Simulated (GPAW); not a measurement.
# Fe (Fmmm) in GPAW: reference runs

Aim: a first look at Fe with PBE, on the cell as given.

Program: GPAW 26.7.0. These are calculated values, not measurements. Logs are shortened: lines on timing, memory, paths and dates and some standing lists are left out, and cuts for length are marked. The log counts tension as positive stress, the text compression.

## Step 1: Starting point

It takes space group Fmmm (No. 69, orthorhombic). The conventional cell has a = 2.997 Å, b = 3.883 Å, c = 3.930 Å, α = 90.00°, β = 90.00°, γ = 90.00°. Fe (site symmetry mmm) has 12 Fe at 2.45 to 2.76 Å as nearest neighbours.

## Step 2: Single point, PBE, collinear spin, ferromagnetic start

File run.py:

```python
from ase import Atoms
from ase.dft.bandgap import bandgap
from ase.io import write
from ase.units import Bohr, GPa
from gpaw import GPAW, PW
from gpaw.elf import elf_from_dft_calculation

atoms = Atoms(['Fe'],
              cell=[[0.0, 1.9417396906, 1.9651051623],
                    [1.4984397099, 0.0, 1.9651051623],
                    [1.4984397099, 1.9417396906, 0.0]],
              scaled_positions=[[0.0, 0.0, 0.0]],
              pbc=True)
atoms.set_initial_magnetic_moments([3.0])

calc = GPAW(mode=PW(600),
            xc='PBE',
            kpts={'size': (13, 13, 13), 'gamma': True},
            occupations={'name': 'fermi-dirac', 'width': 0.05},
            nbands=12,
            convergence={'density': 1e-05, 'energy': 1e-05},
            maxiter=150,
            txt='gpaw.txt')
atoms.calc = calc
energy = atoms.get_potential_energy()
forces = atoms.get_forces()
stress = atoms.get_stress()
calc.write('gs.gpw')
write('result.traj', atoms)
print(f'Energy: {energy:.6f} eV')
print('Forces (eV/A):')
print(forces.round(4))
print('Stress (GPa):', (stress / GPa).round(3))
print('Moments:', calc.get_magnetic_moments().round(3))
print('Fermi level:', round(calc.get_fermi_level(), 4), 'eV')
print(f'Gap: {bandgap(calc)[0]:.4f} eV, direct: {bandgap(calc, direct=True)[0]:.4f} eV')

# fields on the real-space grid
write('density.cube', atoms, data=calc.get_pseudo_density() * Bohr**3)
write('potential.cube', atoms, data=calc.get_electrostatic_potential())
write('spin.cube', atoms, data=(calc.get_pseudo_density(spin=0) - calc.get_pseudo_density(spin=1)) * Bohr**3)
write('elf.cube', atoms, data=elf_from_dft_calculation(calc).data)
```

Potentials or basis: GPAW PAW data sets (gpaw-data 1.2.1), pw.

Launch:

```bash
> OMP_NUM_THREADS=1 python run.py
```

gpaw.txt:

```text
__  _  _
 | _ |_)|_||  |
 |__||  | ||/\| - 26.7.0

Input parameters:
  mode=PW(ecut=600.0),
  convergence={'density': 1e-05, 'energy': 1e-05},
  kpts=MonkhorstPack(size=(13, 13, 13), gamma=True),
  maxiter=150,
  nbands=12,
  occupations=Occupations(name='fermi-dirac', width=0.05),
  xc=XC(name='PBE')

Diagonalizing LCAO Hamiltonian
Converting LCAO to pw mode

       Fe

Atoms  # Å, Bohr magnetons
|   | symbol |        x |        y |        z |    initial magnetic moments |
|---|--------|----------|----------|----------|-----------------------------|
| 0 |     Fe | 0.000000 | 0.000000 | 0.000000 | ( 0.0000,  0.0000,  3.0000) |

Unit cell  # Å
| periodic |        x |        y |        z |  lengths |    angles |
|----------|----------|----------|----------|----------|-----------|
|      yes | 0.000000 | 1.941740 | 1.965105 | 2.762606 | 68.256930 |
|      yes | 1.498440 | 0.000000 | 1.965105 | 2.471226 | 56.189817 |
|      yes | 1.498440 | 1.941740 | 0.000000 | 2.452687 | 55.553253 |

Number of symmetries: 8
Symmetry operations  # r_c * U_cc + t_c -> r_c
|   | kind |            matrix            |
|---|------|------------------------------|
| 0 |  σ   |  1, 0, 0,  1, 0,-1,  1,-1, 0 |
| 1 |  E   |  1, 0, 0,  0, 1, 0,  0, 0, 1 |
| 2 |  C2  |  0, 1,-1,  1, 0,-1,  0, 0,-1 |
| 3 |  σ   |  0, 1,-1,  0, 1, 0, -1, 1, 0 |
| 4 |  C2  |  0,-1, 1,  0,-1, 0,  1,-1, 0 |
| 5 |  σ   |  0,-1, 1, -1, 0, 1,  0, 0, 1 |
| 6 |  i   | -1, 0, 0,  0,-1, 0,  0, 0,-1 |
| 7 |  C2  | -1, 0, 0, -1, 0, 1, -1, 1, 0 |

BZ-sampling:
  Number of BZ points: 2197
  Number of IBZ points: 343

  Monkhorst-Pack size: [13, 13, 13]
  Monkhorst-Pack shift: [0, 0, 0]

K-points  # in reciprocal-cell coordinates
|     |                                coordinates |     weight |
|-----|--------------------------------------------|------------|
|   0 | (  0.00000000,   0.00000000,   0.00000000) | 0.00045517 |
|   1 | (  0.00000000,   0.07692308,   0.07692308) | 0.00091033 |
|   2 | (  0.00000000,   0.15384615,   0.15384615) | 0.00091033 |
|   3 | (  0.00000000,   0.23076923,   0.23076923) | 0.00091033 |
|   4 | (  0.00000000,   0.30769231,   0.30769231) | 0.00091033 |
|   5 | (  0.00000000,   0.38461538,   0.38461538) | 0.00091033 |
|   6 | (  0.00000000,   0.46153846,   0.46153846) | 0.00091033 |
|   7 | (  0.07692308,  -0.46153846,  -0.46153846) | 0.00182066 |
|   8 | (  0.07692308,  -0.38461538,  -0.46153846) | 0.00182066 |
|   9 | (  0.07692308,   0.00000000,   0.07692308) | 0.00091033 |
| ... |                                            |            |
| 342 | (  0.46153846,   0.46153846,   0.46153846) | 0.00364133 |

Plane wave coefficients: 396
Cutoff: 600.0 eV

Spin-components: 2 (collinear spins)
Bands:           12
Projectors:      6
Spin-degeneracy: 1
Datatype:        complex128

Parallelization:
  kpt:    1
  domain: 1
  band:   1

Density:
  Valence electrons: 8.0
  Components: 2
  Grid points: [16 16 16]
  Charge: 0.0  # |e|

Potential:
  Grid points: [16 16 16]

species:
  Fe:
    name:    Iron
    Z:       26.0
    valence: 8
    core:    18
    charge:  0.0  # [|e|]
    compensation charges:
      type: gauss
      rc: 0.33  # [Å]
      lmax: 2
    cutoffs:
      filter: 2.06  # [Å]
      core: 2.67  # [Å]
    projectors
    | kind |    occ | energy [eV] | rcut [Å] |
    |------|--------|-------------|----------|
    |   4s |  2.000 |      -5.291 |    1.164 |
    |   4p |  0.000 |      -1.326 |    1.058 |
    |   3d |  6.000 |      -7.505 |    1.058 |
    |    s |        |      21.920 |    1.164 |
    |    p |        |      25.885 |    1.058 |
    |    d |        |      19.706 |    1.058 |

    Using partial waves for Fe as LCAO basis

Reference energy: -34619.454600  # eV

eigensolver:
  PPCG
  Converge bands: occupied
  niter=2

density mixing:
  MSR1-Mixer
  Pratt-step length: 0.05
  Maximum mixing coefficient: 0.75
  Old densities: 10
  SVD Regularization: 0.005
  Good broyden scale: 1.0
  Trust region scale: 1.0
  Backstep threshold: 4.0
  History deletion threshold: 6.0
  Fourier metric: weight=20.0, sigma=0.015

occupation numbers:
  Fermi-Dirac:
    width: 0.0500  # eV

poisson solver:
  ecut: 4800.0  # eV

xc functional:
  name: PBE with 2 nearest neighbor stencil

convergence criteria:
- Maximum integral of absolute [dens]ity change: 1e-05 electrons / valence electron
- Maximum [total energy] change in last 3 cyles: 1e-05 eV / valence electron
- Maximum integral of absolute [eigenst]ate change: 4e-08 eV^2 / valence electron
maximum number of iterations: 150

SCF iterations
|iter     | |      energy | eigst |  dens |  magmom |
|---------|-|-------------|-------|-------|---------|
|iter:   1| |   -8.876028 | +0.13 |       |  +3.0053|
|iter:   2| |   -8.873753 | -2.11 | -0.94 |  +2.9763|
|iter:   3| |   -8.937067 | -2.39 | -0.98 |  +2.7131|
|iter:   4| |   -8.977355 | -3.05 | -1.28 |  +2.5451|
|iter:   5| |   -9.002560 | -2.85 | -1.46 |  +2.2884|
|iter:   6| |   -9.004942 | -4.15 | -2.01 |  +2.1908|
|iter:   7| |   -9.005588 | -3.99 | -2.17 |  +2.1531|
|iter:   8| |   -9.005648 | -5.64 | -2.80 |  +2.1601|
|iter:   9| |   -9.005660c| -5.95 | -3.14 |  +2.1640|
|iter:  10| |   -9.005659c| -7.24 | -3.84 |  +2.1650|
|iter:  11| |   -9.005659c| -7.86c| -4.63 |  +2.1651|
|iter:  12| |   -9.005659c| -8.56c| -5.34c|  +2.1651|

Converged in 12 steps
Energy contributions relative to reference atoms: (reference = -34619.454600)

Energy contributions:
  Kinetic:           7.550994
  Coulomb:          -6.362051
  Zero:              0.072938
  External:          0.000000
  Xc:              -10.262877
  Entropy:          -0.009327
  Spinorbit:         0.000000
  ----------------------------
  Free energy:      -9.010322
  Extrapolated:     -9.005659

dipole moment: (-7.345469, -9.518560, -9.633099)  # |e|*Ang

Total magnetic moment: (0.000000, 0.000000, 2.165055)

Local magnetic moments
|        x |        y |        z |
|----------|----------|----------|
| 0.000000 | 0.000000 | 2.203972 |  # Fe   0

Fermi level: 10.068
Eigenvalues  # (at kpt = [0.000, 0.000, 0.000])
| band index |      eig [eV] | occ [0-1] |      eig [eV] | occ [0-1] |
|------------|---------------|-----------|---------------|-----------|
|          0 |         1.525 |     1.000 |         1.675 |     1.000 |
|          1 |         7.618 |     1.000 |         9.412 |     1.000 |
|          2 |         7.706 |     1.000 |         9.561 |     1.000 |
|          3 |         8.035 |     1.000 |        10.064 |     0.522 |
|          4 |         8.716 |     1.000 |        11.344 |     0.000 |
|          5 |         9.099 |     1.000 |        11.962 |     0.000 |
|          6 |        33.815 |     0.000 |        33.463 |     0.000 |
|          7 |        35.257 |     0.000 |        35.015 |     0.000 |
|          8 |        35.399 |     0.000 |        35.312 |     0.000 |
|          9 |        35.499 |     0.000 |        37.144 |     0.000 |
|         10 |        35.548 |     0.000 |        37.146 |     0.000 |
|         11 |        35.657 |     0.000 |        37.167 |     0.000 |

No gap
No difference between direct/indirect transitions

Forces  # eV/Ang
|       x |       y |       z |
|---------|---------|---------|
| 0.00000 | 0.00000 | 0.00000 |  # Fe   0

Stress tensor  # eV/Ang^3
|        x |         y |         z |
|----------|-----------|-----------|
| 0.028021 |  0.000000 |  0.000000 |
| 0.000000 | -0.027370 | -0.000000 |
| 0.000000 | -0.000000 | -0.017461 |

# Writing to gs.gpw (mode='')
```

Run time: 81 s. Hardware: 1 thread of Arm Neoverse V1, shared host; peak memory 0.2 GiB.

What came out:

* Free energy: -9.0103 eV
* Pressure: 0.9 GPa
* Band gap on the k mesh: none (metal or under the smearing width)
* Net moment: 2.17 μB per cell
* Site moments: Fe +2.20 μB

Stress tensor (GPa, compression positive):
```
-4.49  0.00  0.00
 0.00  4.39  0.00
 0.00  0.00  2.80
```
